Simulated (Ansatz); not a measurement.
# Hf2S: how settings move the results

One table from this session's results is given with a row withheld; the runs are named, their logs left out.

Method: DFT PBEsol, scalar-relativistic, plane waves, PAW, in Ansatz 0.2.0.

4 further runs of the same task are left out: 3 for a known fault of the program, 1 set aside as unsound or not needed. Runs told in other sessions of the task aren't counted.

## The starting structure

Symmetry: P6_3/mmc, No. 194, hexagonal system. The conventional cell has a = 3.374 Å, b = 3.374 Å, c = 11.717 Å, α = 90.00°, β = 90.00°, γ = 120.00°. Hf (site symmetry 3m) has 3 S at 2.62 Å in its first shell of neighbours. S (site symmetry -6m2) has 6 Hf at 2.62 Å in its first shell of neighbours.

Structure file:

```
Hf S
1.0
     3.37427    0.00000    0.00000
    -1.68714    2.92221    0.00000
     0.00000    0.00000   11.71741
Hf S
4 2
Cartesian
  1.6871 0.9741 10.5435
  0.0000 1.9481 4.6848
  1.6871 0.9741 7.0327
  0.0000 1.9481 1.1739
  0.0000 0.0000 8.7881
  0.0000 0.0000 2.9294
```

Source of the structure: the Materials Project (structure only). It is taken as it stands there.

## The base run, which the others are set against

The input, input.yaml:

```yaml
crystal:
  lattice:
    - [3.3742737662, 0.0, 0.0]
    - [-1.6871368831, 2.9222068008, 0.0]
    - [0.0, 0.0, 11.71740703]
  atoms:
    - { symbol: Hf, position: [0.66666667, 0.33333333, 0.89981164] }
    - { symbol: Hf, position: [0.33333333, 0.66666667, 0.39981164] }
    - { symbol: Hf, position: [0.66666667, 0.33333333, 0.60018836] }
    - { symbol: Hf, position: [0.33333333, 0.66666667, 0.10018836] }
    - { symbol: S, position: [0.0, 0.0, 0.75] }
    - { symbol: S, position: [0.0, 0.0, 0.25] }
basis:
  ecutwfc: 420
kpoints:
  mp_grid: { grid: [12, 12, 4] }
hamiltonian:
  xc: pbesol
scf:
  occupations: { method: gaussian, width: 0.1 }
output:
  forces: true
  stress: true
  eigenvalues: true
  populations: true
```

Its results, from an earlier run: -10694.7505 eV/atom at zero smearing, pressure -2.84 GPa, largest force 0.195 eV/Å, no gap on the mesh, in 8 SCF cycles and 7.7 s.

Set-up of the first run:

The input, input.yaml:

```yaml
crystal:
  lattice:
    - [3.3742737662, 0.0, 0.0]
    - [-1.6871368831, 2.9222068008, 0.0]
    - [0.0, 0.0, 11.71740703]
  atoms:
    - { symbol: Hf, position: [0.6666666667, 0.3333333333, 0.89981164] }
    - { symbol: Hf, position: [0.3333333333, 0.6666666667, 0.39981164] }
    - { symbol: Hf, position: [0.6666666667, 0.3333333333, 0.60018836] }
    - { symbol: Hf, position: [0.3333333333, 0.6666666667, 0.10018836] }
    - { symbol: S, position: [0.0, 0.0, 0.75] }
    - { symbol: S, position: [0.0, 0.0, 0.25] }
basis:
  ecutwfc: 420
kpoints:
  mp_grid: { grid: [1, 1, 1] }
hamiltonian:
  xc: pbesol
scf:
  occupations: { method: gaussian, width: 0.1 }
output:
  forces: true
  stress: true
  eigenvalues: true
```

Started as:

```bash
$ ansatz run input.yaml --threads 1 --pin off --max-ram 2560MiB --backend cpu --events-out ev --progress --plain --runs-dir out
```

Steps of the session up to this table: K-point mesh: 1×1×1; K-point mesh: 3×3×1; K-point mesh set to 6×6×1; K-point mesh: 6×6×2; K-point mesh set to 12×12×2; K-point mesh: 18×18×4; K-point mesh: 18×18×6.

One table of the session follows, with a row left open; its other results are not shown here.

| mesh | ΔE (meV/atom) | pressure (GPa) | largest change of a force component (eV/Å) |
| --- | --- | --- | --- |
| 1×1×1 | 2014 | 27.06 | 3.332 |
| 3×3×1 | 39.0 | -2.50 | 0.746 |
| 6×6×1 | 20.5 | -2.58 | 0.192 |
| 6×6×2 | ? | ? | ? |
| 12×12×2 | -0.02 | -2.84 | 0.024 |
| 12×12×4 | 0.90 | -2.84 | 0.007 |
| 18×18×4 | 0.20 | -2.84 | 0.005 |
| 18×18×6 | 0.00 | -2.85 | 0.000 |

**Question.** Estimate the row for 6×6×2.

The run gave: ΔE (meV/atom): -2.02; pressure (GPa): -2.91; largest change of a force component (eV/Å): 0.053. In the column «ΔE (meV/atom)» it is the lowest.

Limits of these values: The error changes sign along the series, since a k mesh isn't variational, and a metal needs dense meshes to resolve its Fermi surface.
